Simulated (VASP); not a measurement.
**Input and output of a VASP PBE single-point calculation on BN (zincblende)**

INCAR

```
LWAVE = .FALSE.
GGA = PE
NSW = 0
LCHARG = .FALSE.
NELM = 120
EDIFF = 1E-7
NBANDS = 11
PREC = Accurate
SIGMA = 0.02
IBRION = -1
LASPH = .TRUE.
LREAL = .FALSE.
ENCUT = 520
ISMEAR = -1
ISIF = 2
```

KPOINTS

```
KPOINTS created by Atomic Simulation Environment
0
Gamma
12 12 12
0 0 0
```

KPOINTS_OPT

```
special points
7
Reciprocal
0.0000000000 0.0000000000 0.0000000000 1
-0.5000000000 -0.5000000000 0.0000000000 1
-0.3750000000 -0.3750000000 0.2500000000 1
-0.3750000000 0.0000000000 0.3750000000 1
0.0000000000 0.0000000000 0.5000000000 1
-0.5000000000 -0.2500000000 0.2500000000 1
0.0000000000 0.5000000000 0.5000000000 1
```

POSCAR

```
B  N
 1.0000000000000000
     0.0000000000000000    1.8048254496633853    1.8048254496633853
     1.8048254496633853    0.0000000000000000    1.8048254496633853
     1.8048254496633853    1.8048254496633853    0.0000000000000000
 B   N
   1   1
Cartesian
  0.0000000000000000  0.0000000000000000  0.0000000000000000
  0.9024127248316929  0.9024127248316929  0.9024127248316929
```

VASP ran with the recommended PBE PAW datasets (8 valence electrons in the cell).

Command

```
mpirun -np 1 vasp_std
```

From OUTCAR

```
k-points           NKPTS =     72   k-points in BZ     NKDIM =     72   number of bands    NBANDS=     11

   NELECT =       8.0000    total number of electrons

   dimension x,y,z NGX =    20 NGY =   20 NGZ =   20
   dimension x,y,z NGXF=    40 NGYF=   40 NGZF=   40

  energy-cutoff  :      520.00
  volume of cell :       11.76
      direct lattice vectors                 reciprocal lattice vectors
     0.000000000  1.804825450  1.804825450    -0.277035101  0.277035101  0.277035101
     1.804825450  0.000000000  1.804825450     0.277035101 -0.277035101  0.277035101
     1.804825450  1.804825450  0.000000000     0.277035101  0.277035101 -0.277035101

 k-points in reciprocal lattice and weights: KPOINTS created by Atomic Simulation Env
   0.00000000  0.00000000  0.00000000       0.001
   0.08333333  0.00000000  0.00000000       0.005
   0.16666667  0.00000000  0.00000000       0.005
   0.25000000  0.00000000  0.00000000       0.005
   0.33333333  0.00000000  0.00000000       0.005
   0.41666667  0.00000000  0.00000000       0.005
   0.50000000  0.00000000  0.00000000       0.002
   0.08333333  0.08333333  0.00000000       0.003
   ...

 E-fermi :   7.9421

 k-point     1 :       0.0000    0.0000    0.0000
  band No.  band energies     occupation
      1     -12.8236      2.00000
      2       7.4577      2.00000
      3       7.4577      2.00000
      4       7.4577      2.00000
      5      16.2988      0.00000
      6      16.2988      0.00000
      7      16.2988      0.00000
      8      17.8795      0.00000
      9      32.2937      0.00000
     10      35.2804      0.00000
     11      35.2804      0.00000

 k-point     2 :       0.0833    0.0000    0.0000
  band No.  band energies     occupation
      1     -12.6539      2.00000
      2       6.5427      2.00000
      3       7.2761      2.00000
      4       7.2761      2.00000
      5      16.5154      0.00000
      6      16.5743      0.00000
      7      16.5743      0.00000
      8      18.4381      0.00000
      9      32.0800      0.00000
     10      33.0627      0.00000
     11      33.0627      0.00000

 k-point     3 :       0.1667    0.0000    0.0000
  band No.  band energies     occupation
      1     -12.1512      2.00000
      2       4.4366      2.00000
      3       6.8344      2.00000
      4       6.8344      2.00000
      5      16.8412      0.00000
      6      17.2142      0.00000
      7      17.2142      0.00000
      8      19.7598      0.00000
      9      31.5025      0.00000
     10      31.5025      0.00000
     11      31.5137      0.00000

 k-point     4 :       0.2500    0.0000    0.0000
  band No.  band energies     occupation
      1     -11.3389      2.00000
      2       1.9622      2.00000
      3       6.3247      2.00000
      4       6.3247      2.00000
      5      17.1510      0.00000
      6      17.8244      0.00000
      7      17.8244      0.00000
      8      21.0875      0.00000
      9      30.9635      0.00000
     10      31.0995      0.00000
     11      31.0995      0.00000

 k-point     5 :       0.3333    0.0000    0.0000
  band No.  band energies     occupation
      1     -10.2801      2.00000
      2      -0.4360      2.00000
      3       5.8899      2.00000
      4       5.8899      2.00000
      5      17.4195      0.00000
      6      18.1366      0.00000
      7      18.1366      0.00000
      8      22.0460      0.00000
      9      30.7451      0.00000
     10      31.9017      0.00000
     11      31.9017      0.00000

 k-point     6 :       0.4167    0.0000    0.0000
  band No.  band energies     occupation
      1      -9.1653      2.00000
      2      -2.4022      2.00000
      3       5.6068      2.00000
      4       5.6068      2.00000
      5      17.5990      0.00000
      6      18.1963      0.00000
      7      18.1963      0.00000
      8      22.5878      0.00000
      9      30.8520      0.00000
     10      33.4576      0.00000
     11      33.4576      0.00000

 k-point     7 :       0.5000    0.0000    0.0000
  band No.  band energies     occupation
      1      -8.5853      2.00000
      2      -3.2732      2.00000
      3       5.5092      2.00000
      4       5.5092      2.00000
      5      17.6611      0.00000
      6      18.1882      0.00000
      7      18.1882      0.00000
      8      22.7604      0.00000
      9      30.9775      0.00000
     10      34.3421      0.00000
     11      34.4317      0.00000

 k-point     8 :       0.0833    0.0833    0.0000
  band No.  band energies     occupation
      1     -12.5974      2.00000
      2       6.8642      2.00000
      3       6.9067      2.00000
      4       6.9067      2.00000
      5      15.9568      0.00000
      6      17.0391      0.00000
      7      17.0391      0.00000
      8      18.5027      0.00000
      9      30.3698      0.00000
     10      33.0931      0.00000
     11      35.5978      0.00000

 k-point     9 :       0.1667    0.0833    0.0000
  band No.  band energies     occupation
      1     -12.2060      2.00000
      2       5.1493      2.00000
      3       6.3496      2.00000
      4       6.7953      2.00000
      5      16.0017      0.00000
      6      17.6188      0.00000
      7      17.8313      0.00000
      8      19.4288      0.00000
      9      28.6874      0.00000
     10      33.1181      0.00000
     11      34.0532      0.00000

 k-point    10 :       0.2500    0.0833    0.0000
  band No.  band energies     occupation
      1     -11.4964      2.00000
      2       2.8209      2.00000
      3       5.8063      2.00000
      4       6.3795      2.00000
      5      16.4709      0.00000
      6      18.0280      0.00000
      7      18.5593      0.00000
      8      20.5690      0.00000
      9      28.1332      0.00000
     10      32.7907      0.00000
     11      33.2125      0.00000

 k-point    11 :       0.3333    0.0833    0.0000
  band No.  band energies     occupation
      1     -10.5148      2.00000
      2       0.4187      2.00000
      3       5.4053      2.00000
      4       5.8438      2.00000
      5      16.9432      0.00000
      6      18.3095      0.00000
      7      18.9235      0.00000
      8      21.5250      0.00000
      9      28.6614      0.00000
     10      32.5476      0.00000
     11      33.5107      0.00000

 k-point    12 :       0.4167    0.0833    0.0000
  band No.  band energies     occupation
      1      -9.3917      2.00000
      2      -1.7015      2.00000
      3       5.2083      2.00000
      4       5.3479      2.00000
      5      17.2620      0.00000
      6      18.4033      0.00000
      7      18.9142      0.00000
      8      22.3761      0.00000
      9      29.5501      0.00000
     10      33.0024      0.00000
     11      34.4877      0.00000

 k-point    13 :       0.5000    0.0833    0.0000
  band No.  band energies     occupation
      1      -8.5451      2.00000
      2      -3.0184      2.00000
      3       4.9875      2.00000
      4       5.2333      2.00000
      5      17.5130      0.00000
      6      18.3814      0.00000
      7      18.7257      0.00000
      8      22.9081      0.00000
      9      30.1082      0.00000
     10      34.0307      0.00000
     11      34.6005      0.00000

 k-point    14 :      -0.4167    0.0833    0.0000
  band No.  band energies     occupation
      1      -8.7480      2.00000
      2      -2.7203      2.00000
      3       4.8172      2.00000
      4       5.4698      2.00000
      5      17.7882      0.00000
      6      18.2953      0.00000
      7      18.5083      0.00000
      8      22.8643      0.00000
      9      30.3049      0.00000
     10      32.8911      0.00000
     11      34.3070      0.00000

 k-point    15 :      -0.3333    0.0833    0.0000
  band No.  band energies     occupation
      1      -9.7666      2.00000
      2      -1.0493      2.00000
      3       4.8664      2.00000
      4       5.8828      2.00000
      5      17.9066      0.00000
      6      18.2543      0.00000
      7      18.2828      0.00000
      8      22.2656      0.00000
      9      30.2727      0.00000
     10      30.8933      0.00000
     11      34.2219      0.00000

 k-point    16 :      -0.2500    0.0833    0.0000
  band No.  band energies     occupation
      1     -10.8676      2.00000
      2       1.2005      2.00000
      3       5.1428      2.00000
      4       6.4073      2.00000
      5      17.6451      0.00000
      6      17.8358      0.00000
      7      18.3362      0.00000
      8      21.3508      0.00000
      9      29.6906      0.00000
     10      30.1062      0.00000
     11      33.8779      0.00000

 ...

  Total        0.3683353      0.3683353      0.3683353     -0.0000000      0.0000000     -0.0000000
  in kB       50.1901295     50.1901295     50.1901295     -0.0000000      0.0000000     -0.0000000
  external PRESSURE =      50.1901295 kB  Pullay stress =       0.0000000 kB

 POSITION                                       TOTAL-FORCE (eV/Angst)
 -----------------------------------------------------------------------------------
      0.00000      0.00000      0.00000         0.000000      0.000000      0.000000
      0.90241      0.90241      0.90241        -0.000000     -0.000000     -0.000000
 -----------------------------------------------------------------------------------
    total drift:                                0.000000      0.000000      0.000000

  FREE ENERGIE OF THE ION-ELECTRON SYSTEM (eV)
  ---------------------------------------------------
  free  energy   TOTEN  =       -17.4483462023 eV

  energy  without entropy=      -17.4483462023  energy(sigma->0) =      -17.44834620
```

```yaml
gap_between_bands_v_and_c: 4.46 eV
least_direct_gap: 8.84 eV
pressure: 5.0 GPa
```

Band v is the last that the valence electrons fill when counted band by band, and c is the next.

The run took about 8.8 s on one core of a shared host (Intel Xeon Platinum 8488C) and held 0.12 GiB at most.
